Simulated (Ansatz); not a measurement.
Set up this calculation in Ansatz 0.2.0, as the native input.

```
Task                : band structure
Functional          : LDA
Potentials or basis : all-electron LAPW, scalar-relativistic
Cutoff              : 455 eV (chosen from the basis error)
Basis error allowed : 0.001 eV/atom
k mesh              : 7 × 7 × 7
Occupations         : fermi-dirac, width 0.05 eV
Spin                : collinear spin, ferromagnetic start
Starting moments    : [2.0, 0.0] μB
```

The system is CoO.

```
CELL_PARAMETERS angstrom
1.60222 0.92504 2.56647
-1.60222 0.92504 2.56647
0.00000 -1.85008 2.56647
ATOMIC_POSITIONS crystal
Co 0.99898 0.99898 0.99898
O 0.75102 0.75102 0.75102
```

Measurements of this composition are mostly on another form, of space group No. 225.

The input as run:

input.yaml

```yaml
crystal:
  lattice:
    - [1.6022198417, 0.9250420569, 2.5664708903]
    - [-1.6022198417, 0.9250420569, 2.5664708903]
    - [0.0, -1.8500841138, 2.5664708903]
  atoms:
    - { symbol: Co, position: [0.99897832, 0.99897832, 0.99897832], spin: 2.0 }
    - { symbol: O, position: [0.75102103, 0.75102103, 0.75102103] }
kpoints:
  mp_grid: { grid: [7, 7, 7] }
  band_path:
    path:
      - [0.0, 0.0, 0.0]
      - [0.5, 0.0, 0.0]
      - [0.5, 0.2532748666, -0.2532748666]
    npoints: 8
scf:
  occupations: { method: fermi_dirac, width: 0.05 }
hamiltonian:
  xc: lda
  pseudopotentials: { kind: all_electron, lapw: { basis_error: 0.001 } }
magnetization:
  spin_polarized: true
output:
  forces: true
  stress: true
  eigenvalues: true
```

Potentials or basis: all-electron LAPW, scalar-relativistic.

Launch:

```bash
$ ansatz run input.yaml --threads 2 --pin off --max-ram 6144MiB --backend cpu --events-out ev --progress --plain --runs-dir out
```

Results of the run:

```yaml
Pressure: -15.2 GPa
Largest_force: 0.198 eV/Å
Band_gap_along_the_path: none (metal or under the smearing width)
Net_moment: 2.70 μB per cell
Absolute_moment: 2.71 μB per cell
Site_moments: Co +2.29; O +0.31 μB
```

Caveat: the k mesh is thin for a metal, which can move the energy by tens of meV per atom; a cell with one magnetic atom can't hold antiferromagnetic order, which such compounds often take; semilocal functionals often make such compounds metallic where correlation or magnetic order opens a gap, which also shifts bond lengths.

Run time: 17 s on 2 threads of Arm Neoverse V2, with other jobs on the host, peak memory 0.37 GiB.
